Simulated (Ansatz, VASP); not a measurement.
## As: VASP beside Ansatz

INCAR

```
PREC     = Accurate       # precision mode
ENCUT    = 520            # plane-wave cutoff, eV
EDIFF    = 1E-7           # SCF threshold, eV
ISMEAR   = 0              # smearing method
SIGMA    = 0.019000000000000003 # smearing width, eV
LREAL    = False          # projectors in reciprocal space
LASPH    = True           # aspherical terms in the spheres
NELM     = 100            # most SCF steps
ALGO     = Normal         # electronic algorithm
ISIF     = 2              # what is computed and relaxed
LWAVE    = False          # write WAVECAR
LCHARG   = False          # write CHGCAR
GGA      = PE             # functional
NBANDS   = 8              # bands
```

KPOINTS

```
Automatic mesh
0
Gamma
  10 10 10
```

The input POSCAR:

```
As
1.0
    2.7036817444      0.0000000000      0.0000000000
    0.0000000000      2.7036817444      0.0000000000
    0.0000000000      0.0000000000      2.7036817444
As
1
Direct
    0.5000000000      0.5000000000      0.5000000000
```

Contents of input.yaml:

```yaml
crystal:
  lattice:
    - [2.7036817444, 0.0, 0.0]
    - [0.0, 2.7036817444, 0.0]
    - [0.0, 0.0, 2.7036817444]
  atoms:
    - { symbol: As, position: [0.5, 0.5, 0.5] }
hamiltonian:
  xc: pbe
  pseudopotentials: { kind: paw }
kpoints:
  mp_grid: { grid: [10, 10, 10] }
scf:
  occupations: { method: gaussian, width: 0.019 }
output:
  forces: true
  stress: true
  eigenvalues: true
```

This isn't the form of As at room conditions, which is rhombohedral.

Alike in both runs: task single point; functional PBE; k mesh 10 × 10 × 10; occupations gaussian, width 0.019 eV; no spin polarisation.

```csv
,VASP,Ansatz
version,VASP 6.6.1,Ansatz 0.2.0
potentials or method,"VASP PAW PBE potentials, release 64 (As)",Ansatz PAW
plane-wave cutoff (eV),520,420
valence electrons in the cell,5,15
```

VASP gave:

| Property | Result |
| --- | --- |
| gap on the k mesh at the Fermi level (eV) | none |
| pressure (GPa) | 2.5 |

Which values does Ansatz return?

gap on the k mesh at the Fermi level (eV): none; pressure (GPa): 2.3.

A gap of «none» marks a metal or a gap that the smearing closes. The functional is the same, so the differences come from potentials, cutoffs and numerics. The two sets of potentials don't hold the same shells in valence.
